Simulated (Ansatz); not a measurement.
## How far is PAW off for C?

```
C
1.0
     0.00000    1.78340    1.72990
     1.78340    0.00000    1.72990
     1.78340    1.78340    0.00000
C
2
Direct
  0.50000 0.50000 0.50000
  0.75000 0.75000 0.75000
```

Atoms are numbered in the order listed.

The cell is COD entry 9008564, as deposited and not checked against the literature; nothing was relaxed. The listed cell was then made from it by scaling, straining or moving an atom.

All numbers are computed: DFT, PBE, PAW with Ansatz's default frozen-core files, scalar-relativistic (Ansatz 0.2.0); DFT, PBE, all-electron PAW with datasets made for the crystal, scalar-relativistic (Ansatz 0.2.0); DFT, PBE, all-electron LAPW, scalar-relativistic (Ansatz 0.2.0).

For PAW: a Γ-centred 20×20×20 k mesh, Fermi–Dirac smearing of 0.08 eV, cutoff 420 eV, no spin polarisation. The crystal-made all-electron datasets (AE datasets) take a cutoff of 560 eV at this cell. LAPW targets a basis error of 0.5 meV/atom. The Ansatz runs share mesh, smearing and spin set-up. Plane-wave (PAW) pressures include the program's estimate of the Pulay term.

Stress and pressure are positive in compression.

```
                            quantity    PAW  AE datasets   LAPW
                      pressure (GPa)  15.92        15.92  15.92
                     stress xx (GPa)   6.47         6.46   6.46
                     stress zz (GPa)  34.82        34.84  34.84
                       band gap (eV)  3.422        3.425  3.425
field gradient Vzz at C1 (10²¹ V/m²)  -0.15        -0.13      –
```

PAW's pressure differs from the LAPW value by about 0.01 GPa or less. Datasets made for the crystal and LAPW share parts of one code, so their agreement isn't an independent check.
